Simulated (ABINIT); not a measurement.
# MnO (Fm-3m) in ABINIT: single point with PBEsol

Aim: the single point of MnO with PBEsol.

Everything below comes from runs of ABINIT 10.8.3 (patched build). Logs are shortened: lines on timing, memory, paths and dates and some standing lists are left out, and cuts for length are marked. The log counts tension as positive stress, the text compression.

### Step 1. The crystal as given

The structure is cubic, space group Fm-3m (No. 225). Conventional cell: a = 4.448 Å, b = 4.448 Å, c = 4.448 Å, α = 90.00°, β = 90.00°, γ = 90.00°. Around Mn (site symmetry m-3m) lie 6 O at 2.22 Å. O (site symmetry m-3m) is surrounded by 6 Mn at 2.22 Å.

The cell is a database's computed one.

### Step 2. Single point, PBEsol, collinear spin, ferromagnetic start

Contents of run.abi:

```
# Pseudopotentials
pp_dirpath "./"
pseudos "Mn.upf, O.upf"

# Structure
acell 3*1.0 Angstrom
rprim
     0.0000000000     2.2239077028     2.2239077028
     2.2239077028     0.0000000000     2.2239077028
     2.2239077028     2.2239077028     0.0000000000
ntypat 2
znucl 25 8
natom 2
typat 1 2
xred
     0.0000000000     0.0000000000     0.0000000000
     0.5000000000     0.5000000000     0.5000000000

# Plane-wave basis
ecut 48.0

# k points
kptopt 1
ngkpt 10 10 10
nshiftk 1
shiftk 0.0 0.0 0.0

# Exchange and correlation
ixc -116133

# Bands and occupations
nband 16
occopt 3
tsmear 0.05 eV

# Spin
nsppol 2
spinat
     0.0000000000     0.0000000000     5.0000000000
     0.0000000000     0.0000000000     0.0000000000

# SCF cycle
nstep 100
tolvrs 1.0e-10

# Output
iomode 3
prtwf 0
prtden 0
prteig 0
prtebands 0
enunit 1
```

Potentials or basis: PseudoDojo NC SR PBEsol v0.4.1 standard.

Run with:

```bash
> abinit run.abi > log 2>&1
```

run.abo:

```text
.Version 10.8.3 of ABINIT
 Symmetries : space group Fm -3 m (#225); Bravais cF (face-center cubic)
================================================================================
 Values of the parameters that define the memory need of the present run
     intxc =       0    ionmov =       0      iscf =       7    lmnmax =       6
     lnmax =       6     mgfft =      40  mpssoang =       3    mqgrid =    3001
     natom =       2  nloc_mem =       1    nspden =       2   nspinor =       1
    nsppol =       2      nsym =      48    n1xccc =    2501    ntypat =       2
    occopt =       3   xclevel =       2
       mpw =        2377          nfft =       64000          nkpt =          47
================================================================================
================================================================================

--------------------------------------------------------------------------------
------------- Echo of variables that govern the present computation ------------
--------------------------------------------------------------------------------
 -outvars: echo values of preprocessed input variables --------
            acell      1.8897261259E+00  1.8897261259E+00  1.8897261259E+00 Bohr
              amu      5.49380500E+01  1.59994000E+01
             ecut      4.80000000E+01 Hartree
           enunit           1
              ixc     -116133
         kptrlatt       10    0    0      0   10    0      0    0   10
          kptrlen      5.94334067E+01
            natom           2
            nband          16
            ngfft          40      40      40
             nkpt          47
           nspden           2
           nsppol           2
            nstep         100
             nsym          48
           ntypat           2
           occopt           3
           prtden           0
        prtebands           0
           prteig           0
            prtwf           0
            rprim      0.0000000000E+00  2.2239077028E+00  2.2239077028E+00
                       2.2239077028E+00  0.0000000000E+00  2.2239077028E+00
                       2.2239077028E+00  2.2239077028E+00  0.0000000000E+00
          spgroup         225
           spinat      0.0000000000E+00  0.0000000000E+00  5.0000000000E+00
                       0.0000000000E+00  0.0000000000E+00  0.0000000000E+00
           tolvrs      1.00000000E-10
           tsmear      1.83746611E-03 Hartree
            typat      1  2
           xangst      0.0000000000E+00  0.0000000000E+00  0.0000000000E+00
                       2.2239077028E+00  2.2239077028E+00  2.2239077028E+00
            xcart      0.0000000000E+00  0.0000000000E+00  0.0000000000E+00
                       4.2025764876E+00  4.2025764876E+00  4.2025764876E+00
             xred      0.0000000000E+00  0.0000000000E+00  0.0000000000E+00
                       5.0000000000E-01  5.0000000000E-01  5.0000000000E-01
            znucl       25.00000    8.00000

================================================================================

 chkinp: Checking input parameters for consistency.

================================================================================
== DATASET  1 ==================================================================

--- !DatasetInfo
iteration_state: {dtset: 1, }
dimensions: {natom: 2, nkpt: 47, mband: 16, nsppol: 2, nspinor: 1, nspden: 2, mpw: 2377, }
cutoff_energies: {ecut:  48.0, pawecutdg:  -1.0, }
electrons: {nelect:   2.10000000E+01, charge:   0.00000000E+00, occopt:   3.00000000E+00, tsmear:   1.83746611E-03, }
meta: {optdriver: 0, ionmov: 0, optcell: 0, iscf: 7, paral_kgb: 0, }
...

 Real(R)+Recip(G) space primitive vectors, cartesian coordinates (Bohr,Bohr^-1):
 R(1)=  0.0000000  4.2025765  4.2025765  G(1)= -0.1189746  0.1189746  0.1189746
 R(2)=  4.2025765  0.0000000  4.2025765  G(2)=  0.1189746 -0.1189746  0.1189746
 R(3)=  4.2025765  4.2025765  0.0000000  G(3)=  0.1189746  0.1189746 -0.1189746
 Unit cell volume ucvol=  1.4844886E+02 bohr^3
 Angles (23,13,12)=  6.00000000E+01  6.00000000E+01  6.00000000E+01 degrees

 getcut: wavevector=  0.0000  0.0000  0.0000  ngfft=  40  40  40
         ecut(hartree)=     48.000   => boxcut(ratio)=   2.15796

--- Pseudopotential description ------------------------------------------------
- pspini: atom type   1  psp file is ./Mn.upf
12 -116133 2 -1 1448                          pspcod,pspxc,lmax,lloc,mmax
     nproj     2     2     2

- pspini: atom type   2  psp file is ./O.upf
12 -116133 2 -1 936                           pspcod,pspxc,lmax,lloc,mmax
     nproj     2     2     1

   4.71549322E+02                                ecore*ucvol(ha*bohr**3)
--------------------------------------------------------------------------------

================================================================================

--- !BeginCycle
iteration_state: {dtset: 1, }
solver: {iscf: 7, nstep: 100, nline: 4, wfoptalg: 0, }
tolerances: {tolvrs: 1.00E-10, }
...

     iter   Etot(hartree)      deltaE(h)  residm     vres2   difmagsph maxmagsph
 ETOT  1  -125.06404637951    -1.251E+02 3.232E-01 9.067E+02 4.047E+00 4.047E+00
 ETOT  2  -124.93993131948     1.241E-01 1.010E-01 4.116E+03 4.608E-01 3.586E+00
 ETOT  3  -125.27102574000    -3.311E-01 1.173E-02 7.650E+01 4.552E-01 4.041E+00
 ETOT  4  -125.27681270121    -5.787E-03 1.212E-03 8.880E+00 8.240E-02 4.123E+00
 ETOT  5  -125.27745981753    -6.471E-04 2.390E-04 1.012E-01 2.717E-02 4.151E+00
 ETOT  6  -125.27747341315    -1.360E-05 2.975E-04 1.638E-02 7.055E-03 4.158E+00
 ETOT  7  -125.27747502742    -1.614E-06 1.202E-04 1.902E-03 3.535E-03 4.161E+00
 ETOT  8  -125.27747516601    -1.386E-07 1.427E-04 2.308E-05 2.816E-04 4.161E+00
 ETOT  9  -125.27747516899    -2.981E-09 7.319E-05 3.821E-06 9.060E-05 4.161E+00
 ETOT 10  -125.27747516949    -5.001E-10 6.730E-05 4.860E-07 5.095E-05 4.161E+00
 ETOT 11  -125.27747516953    -3.834E-11 4.521E-05 2.097E-08 9.805E-06 4.161E+00
 ETOT 12  -125.27747516954    -5.329E-12 3.105E-05 1.535E-10 2.725E-06 4.161E+00
 ETOT 13  -125.27747516954    -9.521E-13 2.757E-05 1.935E-12 1.539E-07 4.161E+00

 At SCF step   13       vres2   =  1.93E-12 < tolvrs=  1.00E-10 =>converged.

 Cartesian components of stress tensor (hartree/bohr^3)
  sigma(1 1)=  2.31621180E-04  sigma(3 2)=  0.00000000E+00
  sigma(2 2)=  2.31621180E-04  sigma(3 1)=  0.00000000E+00
  sigma(3 3)=  2.31621180E-04  sigma(2 1)=  0.00000000E+00

--- !ResultsGS
iteration_state: {dtset: 1, }
comment   : Summary of ground state results
lattice_vectors:
- [  0.0000000,   4.2025765,   4.2025765, ]
- [  4.2025765,   0.0000000,   4.2025765, ]
- [  4.2025765,   4.2025765,   0.0000000, ]
lattice_lengths: [   5.94334,    5.94334,    5.94334, ]
lattice_angles: [ 60.000,  60.000,  60.000, ] # degrees, (23, 13, 12)
lattice_volume:   1.4844886E+02
convergence: {deltae: -9.521E-13, res2:  1.935E-12, residm:  2.757E-05, diffor: null, }
etotal    :  -1.25277475E+02
entropy   :   0.00000000E+00
fermie    :   3.34486573E-01
cartesian_stress_tensor: # hartree/bohr^3
- [  2.31621180E-04,   0.00000000E+00,   0.00000000E+00, ]
- [  0.00000000E+00,   2.31621180E-04,   0.00000000E+00, ]
- [  0.00000000E+00,   0.00000000E+00,   2.31621180E-04, ]
pressure_GPa:  -6.8145E+00
xred      :
- [  0.0000E+00,   0.0000E+00,   0.0000E+00, Mn]
- [  5.0000E-01,   5.0000E-01,   5.0000E-01,  O]
cartesian_forces: # hartree/bohr
- [ -0.00000000E+00,  -0.00000000E+00,  -0.00000000E+00, ]
- [ -0.00000000E+00,  -0.00000000E+00,  -0.00000000E+00, ]
force_length_stats: {min:   0.00000000E+00, max:   0.00000000E+00, mean:   0.00000000E+00, }
...

 Integrated electronic and magnetization densities in atomic spheres:
 ------------------------------------------------------------------------------------------------------------
 Radius=ratsph(iatom), smearing ratsm=  0.0000. Diff(up-dn)=approximate z local magnetic moment.
    Atom    Radius    up_density   dn_density  Total(up+dn)  Diff(up-dn)
    1 Mn   2.00000     8.487072     4.325754     12.812826     4.161317
    2  O   2.00000     3.203513     2.956835      6.160348     0.246678
 ------------------------------------------------------------------------------------------------------------
  Sum:                11.690585     7.282589     18.973174     4.407995
 Total magnetization (from the atomic spheres):                4.407995
 Total magnetization (exact up - dn):                          4.799950

================================================================================

 ----iterations are completed or convergence reached----

 Mean square residual over all n,k,spin=   26.697E-09; max=  27.566E-06
 reduced coordinates (array xred) for    2 atoms
       0.000000000000      0.000000000000      0.000000000000
       0.500000000000      0.500000000000      0.500000000000
 rms dE/dt=  0.0000E+00; max dE/dt=  0.0000E+00; dE/dt below (all hartree)
    1       0.000000000000      0.000000000000      0.000000000000
    2       0.000000000000      0.000000000000      0.000000000000

 cartesian coordinates (angstrom) at end:
    1      0.00000000000000     0.00000000000000     0.00000000000000
    2      2.22390770280000     2.22390770280000     2.22390770280000

 cartesian forces (hartree/bohr) at end:
    1     -0.00000000000000    -0.00000000000000    -0.00000000000000
    2     -0.00000000000000    -0.00000000000000    -0.00000000000000
 frms,max,avg= 0.0000000E+00 0.0000000E+00   0.000E+00  0.000E+00  0.000E+00 h/b

 cartesian forces (eV/Angstrom) at end:
    1     -0.00000000000000    -0.00000000000000    -0.00000000000000
    2     -0.00000000000000    -0.00000000000000    -0.00000000000000
 frms,max,avg= 0.0000000E+00 0.0000000E+00   0.000E+00  0.000E+00  0.000E+00 e/A
 length scales=  1.889726125908  1.889726125908  1.889726125908 bohr
              =  1.000000000000  1.000000000000  1.000000000000 angstroms
 Fermi (or HOMO) energy (eV) =   9.10184   Average Vxc (eV)= -12.27874
 Eigenvalues (   eV  ) for nkpt=  47  k points, SPIN UP:
 kpt#   1, nband= 16, wtk=  0.00100, kpt=  0.0000  0.0000  0.0000 (reduced coord)
 -72.02260  -41.02690  -41.02690  -41.02690  -11.04879    5.34517    5.34517    5.34517
   5.85369    5.85369    5.85369    6.38261    6.38261    8.54509   22.89902   25.18038
 prteigrs : prtvol=0 or 1, do not print more k-points.

 Eigenvalues (   eV  ) for nkpt=  47  k points, SPIN DOWN:
 kpt#   1, nband= 16, wtk=  0.00100, kpt=  0.0000  0.0000  0.0000 (reduced coord)
 -67.67142  -36.42842  -36.42842  -36.42842  -10.56837    5.78707    5.78707    5.78707
   9.79683    9.92400    9.92400    9.92400   10.57646   10.57646   23.61616   26.74236
 prteigrs : prtvol=0 or 1, do not print more k-points.

--- !EnergyTerms
iteration_state     : {dtset: 1, }
comment             : Components of total free energy in Hartree
kinetic             :  5.97648538164309E+01
hartree             :  3.17611547648234E+01
xc                  : -2.23517133944040E+01
Ewald energy        : -8.28539899707682E+01
psp_core            :  3.17651017058466E+00
local_psp           : -1.04544457330242E+02
non_local_psp       : -1.02295890952124E+01
internal            : -1.25277231038787E+02
'-kT*entropy'       : -2.44130749097572E-04
total_energy        : -1.25277475169537E+02
total_energy_eV     : -3.40897376475955E+03
band_energy         : -1.23464242839135E+01
...

 Cartesian components of stress tensor (hartree/bohr^3)
  sigma(1 1)=  2.31621180E-04  sigma(3 2)=  0.00000000E+00
  sigma(2 2)=  2.31621180E-04  sigma(3 1)=  0.00000000E+00
  sigma(3 3)=  2.31621180E-04  sigma(2 1)=  0.00000000E+00

-Cartesian components of stress tensor (GPa)         [Pressure= -6.8145E+00 GPa]
- sigma(1 1)=  6.81453039E+00  sigma(3 2)=  0.00000000E+00
- sigma(2 2)=  6.81453039E+00  sigma(3 1)=  0.00000000E+00
- sigma(3 3)=  6.81453039E+00  sigma(2 1)=  0.00000000E+00

== END DATASET(S) ==============================================================
================================================================================

 -outvars: echo values of variables after computation  --------
            acell      1.8897261259E+00  1.8897261259E+00  1.8897261259E+00 Bohr
           etotal     -1.2527747517E+02
            fcart     -0.0000000000E+00 -0.0000000000E+00 -0.0000000000E+00
                      -0.0000000000E+00 -0.0000000000E+00 -0.0000000000E+00
            rprim      0.0000000000E+00  2.2239077028E+00  2.2239077028E+00
                       2.2239077028E+00  0.0000000000E+00  2.2239077028E+00
                       2.2239077028E+00  2.2239077028E+00  0.0000000000E+00
           strten      2.3162118011E-04  2.3162118011E-04  2.3162118011E-04
                       0.0000000000E+00  0.0000000000E+00  0.0000000000E+00
           xangst      0.0000000000E+00  0.0000000000E+00  0.0000000000E+00
                       2.2239077028E+00  2.2239077028E+00  2.2239077028E+00
             xred      0.0000000000E+00  0.0000000000E+00  0.0000000000E+00
                       5.0000000000E-01  5.0000000000E-01  5.0000000000E-01
 Calculation completed.
```

It took 2 min on 1 thread of Arm Neoverse V2, shared host; peak memory 0.14 GiB.

Results:

```yaml
Free_energy: -3408.9738 eV
Pressure: -6.8 GPa
Band_gap_on_the_k_mesh: none (metal or under the smearing width)
Net_moment: 4.80 μB per cell
Site_moments: Mn +4.16; O +0.25 μB
Valence_electrons_inside_the_program's_atomic_spheres: Mn 12.81; O 6.16
```

Levels at points of the mesh, in eV from the Fermi level:
Spin up:
```csv
k point,band 11,band 12,band 13,band 14,band 15,band 16
"(0.00, 0.00, 0.00)",-3.25,-2.72,-2.72,-0.56,13.80,16.08
"(0.50, 0.00, 0.00)",-1.90,0.20,0.20,3.37,7.68,11.74
"(0.50, 0.50, 0.00)",-2.07,-2.07,-1.93,4.97,7.71,10.23
```
Spin down:
```tsv
k point	band 6	band 7	band 8	band 9	band 10	band 11
(0.00, 0.00, 0.00)	-3.31	-3.31	-3.31	0.69	0.82	0.82
(0.50, 0.00, 0.00)	-7.38	-4.80	-4.80	2.02	2.08	2.08
(0.50, 0.50, 0.00)	-6.42	-4.30	-4.30	-0.80	2.07	2.27
```

Caveat: a cell with one magnetic atom can't hold antiferromagnetic order, which such compounds often take; semilocal functionals often make such compounds metallic where correlation or magnetic order opens a gap, which also shifts bond lengths. With open d or f shells a metallic result of PBEsol can be an artefact of self-interaction; +U or a hybrid may open a gap.

### Step 3. For comparison

An earlier run on the cell as given: functional PBEsol; potentials or basis PseudoDojo NC SR PBEsol v0.4.1 standard; cutoff 1306 eV; k mesh 10 × 10 × 10; occupations fermi-dirac, width 0.05 eV; collinear spin, ferromagnetic start; starting moments [4.0, 0.0] μB.

* Pressure: -6.8 GPa
* Band gap on the k mesh: none (metal or under the smearing width)
* Net moment: 4.80 μB per cell
* Site moments: Mn +4.16; O +0.25 μB
* Valence electrons inside the program's atomic spheres: Mn 12.81; O 6.16
